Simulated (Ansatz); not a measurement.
A nudged elastic band was laid between two geometries of a periodic cell of 23 atoms, Ca8F15 (host CaF2, host structure Fm-3m, one F atom removed), cell charge -1.

All numbers below come from DFT LDA, scalar-relativistic, plane waves, PAW in Ansatz. Settings: PAW set soft_1, cutoff 420 eV, k mesh 2x2x2, gaussian smearing 0.02 eV, no spin polarisation.

- movable images: 7
- climbing image: yes
- spring: 5.0 eV/Å²
- optimiser: quadratic models (default)
- start path: IDPP
- force threshold: 0.03 eV/Å
- iteration limit: 47
- end points: relaxed

First end point:

```xyz
23
Lattice="0.0000 5.2812 5.2812 5.2812 0.0000 5.2812 5.2812 5.2812 0.0000" Properties=species:S:1:pos:R:3
Ca -0.032 -0.026 -0.029
F 1.317 1.324 1.321
F 3.958 3.964 3.961
Ca 2.668 2.673 -0.029
F 3.959 3.965 1.389
F 6.600 6.605 3.967
Ca 2.668 -0.026 2.670
F 3.959 1.391 3.961
F 6.600 3.970 6.601
Ca 5.283 2.641 2.637
F 6.531 3.964 3.961
F 9.234 6.606 6.601
Ca -0.032 2.673 2.670
F 1.385 3.964 3.961
F 3.963 6.605 6.601
Ca 2.635 5.288 2.637
F 3.959 6.537 3.961
F 6.600 9.240 6.602
Ca 2.635 2.641 5.285
F 3.959 3.965 6.534
F 6.600 6.605 9.237
Ca 5.282 5.288 5.285
F 6.599 6.605 6.602
```

Last end point:

```xyz
23
Lattice="0.0000 5.2812 5.2812 5.2812 0.0000 5.2812 5.2812 5.2812 0.0000" Properties=species:S:1:pos:R:3
Ca -0.030 0.030 -0.030
F 1.320 1.325 1.320
F 3.961 4.025 3.961
Ca 2.636 2.645 0.004
F 3.956 3.961 1.320
F 6.537 6.601 3.961
Ca 2.671 0.030 2.671
F 3.961 -1.385 3.961
F 6.601 3.961 6.601
Ca 5.251 2.611 2.671
F 6.601 3.961 3.966
F 9.242 6.601 6.666
Ca 0.004 2.645 2.636
F 1.320 3.961 3.956
F 3.961 6.601 6.537
Ca 2.636 5.277 2.636
F 3.961 6.601 3.961
F 6.601 9.242 6.601
Ca 2.671 2.611 5.251
F 3.966 3.961 6.601
F 6.666 6.601 9.242
Ca 5.286 5.277 5.286
F 6.601 6.597 6.601
```

Task: Which bonds break or form, and what moves?

Result: Contacts lost: F8–Ca10, F8–Ca19. Contacts made: Ca4–F8, F8–Ca13. The atom that moves furthest is F8, by 2.78 Å.

Task: What energy profile does the band end with?

Result: The forces met the threshold. The highest image is number 4 of 0 to 8, 1.18 eV above the ends, which have the same energy within 2 meV. By the program's own check the climbing image is a first-order saddle point (lowest curvatures found: -0.34 and 1.46 eV/Å²). Limits of this set-up: PAW files made for another functional, charged cell in a uniform background, uncorrected.

```tsv
image	path coordinate (Å)	energy (eV)	F8–Ca10 (Å)	F8–Ca19 (Å)	Ca4–F8 (Å)
0	0.00	0.00	2.25	2.25	4.39
1	0.54	0.31	2.18	2.73	4.26
2	1.08	0.79	2.18	3.31	4.20
3	1.62	1.10	2.30	3.80	4.18
4	2.16	1.18	2.62	4.11	4.11
5	2.70	1.10	3.07	4.18	3.80
6	3.23	0.79	3.53	4.20	3.31
7	3.77	0.31	3.99	4.26	2.73
8	4.31	0.00	4.39	4.39	2.25
```

Task: What is the geometry of the highest image?

Result: 
```xyz
23
Lattice="0.0000 5.2812 5.2812 5.2812 0.0000 5.2812 5.2812 5.2812 0.0000" Properties=species:S:1:pos:R:3:forces:R:3
Ca -0.041 0.002 -0.011 -0.01 0.00 -0.01
F 1.259 1.336 1.380 0.00 0.00 0.00
F 3.926 3.923 3.995 0.00 0.00 0.00
Ca 2.584 2.709 0.056 0.00 0.01 0.00
F 3.940 3.961 1.413 0.00 0.00 0.00
F 6.508 6.605 3.980 0.00 0.00 0.00
Ca 2.651 0.002 2.681 0.00 0.00 0.01
F 4.852 0.002 3.069 0.00 0.00 0.01
F 6.568 3.972 6.634 0.00 0.00 0.00
Ca 5.242 2.562 2.679 0.00 0.00 0.00
F 6.508 3.961 3.980 0.00 0.00 0.00
F 9.221 6.605 6.694 0.00 0.00 0.00
Ca -0.039 2.723 2.678 0.00 0.00 0.00
F 1.366 3.903 4.051 0.00 0.00 0.00
F 3.869 6.663 6.555 0.00 0.00 -0.01
Ca 2.584 5.283 2.698 0.00 0.00 -0.01
F 3.926 6.643 3.995 0.00 0.00 0.00
F 6.541 9.230 6.661 0.00 0.00 0.00
Ca 2.584 2.575 5.337 0.00 -0.01 0.00
F 3.869 3.903 6.555 0.00 0.00 -0.01
F 6.647 6.663 9.332 0.00 0.00 0.00
Ca 5.223 5.283 5.336 0.01 0.00 0.01
F 6.568 6.594 6.634 0.00 0.00 0.00
```

Time of the run: 9.7 min on 2 threads of AMD EPYC 7B13 (Zen 3), on a shared host, peak memory 1.6 GiB.
